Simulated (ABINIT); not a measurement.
Wanted: the native input for an ABINIT 10.8.3 (patched build) run.

* Task: single point
* Functional: PBEsol
* Potentials or basis: PseudoDojo NC SR PBEsol v0.4.1 standard
* Cutoff: 1333 eV
* k mesh: 9 × 9 × 9
* Occupations: fermi-dirac, width 0.05 eV
* Spin: collinear spin, ferromagnetic start
* Starting moments: [1.0, 0.0] μB

Crystal: AlNi.

```
Ni Al
1.0
     2.88100    0.00000    0.00000
     0.00000    2.88100    0.00000
     0.00000    0.00000    2.88100
Ni Al
1 1
Direct
  0.49897 0.47452 0.49815
  0.00605 0.01098 0.99771
```

The cell isn't the ideal one: atoms moved at random, drawn with an rms of 0.05 Å.

The input as run:

run.abi

```
# Pseudopotentials
pp_dirpath "./"
pseudos "Ni.upf, Al.upf"

# Structure
acell 5.444300965 5.444300965 5.444300965
rprim
     1.0000000000     0.0000000000     0.0000000000
     0.0000000000     1.0000000000     0.0000000000
     0.0000000000     0.0000000000     1.0000000000
ntypat 2
znucl 28 13
natom 2
typat 1 2
xred
     0.4989740000     0.4745230000     0.4981530000
     0.0060500000     0.0109750000    -0.0022860000
chkprim 0
chksymtnons 0
tolsym 1.0e-6

# Plane-wave basis
ecut 49.0

# k points
kptopt 1
ngkpt 9 9 9
nshiftk 1
shiftk 0.0 0.0 0.0

# Exchange and correlation
ixc -116133

# Bands and occupations
nband 15
occopt 3
tsmear 0.05 eV

# Spin
nsppol 2
spinat
     0.0000000000     0.0000000000     1.0000000000
     0.0000000000     0.0000000000     0.0000000000

# SCF cycle
nstep 100
tolvrs 1.0e-10

# Output
iomode 3
prtwf 0
prtden 0
prteig 0
prtebands 0
enunit 1
```

Potentials or basis: PseudoDojo NC SR PBEsol v0.4.1 standard.

Launch:

```console
$ mpirun --bind-to none -np 4 abinit run.abi > log 2>&1
```

It gave:

```json
{
 "Pressure": "-2.6 GPa",
 "Largest force": "0.622 eV/Å",
 "Band gap on the k mesh": "none (metal or under the smearing width)",
 "Net moment": "0.00 μB per cell",
 "Valence electrons inside the program's atomic spheres": "Ni 16.45; Al 0.96"
}
```

Caveat: small starting moments can end in a higher magnetic state in this program.

Run time: 4.9 min on 4 MPI ranks on Arm Neoverse V1 (shared host), peak memory 0.76 GiB a rank.
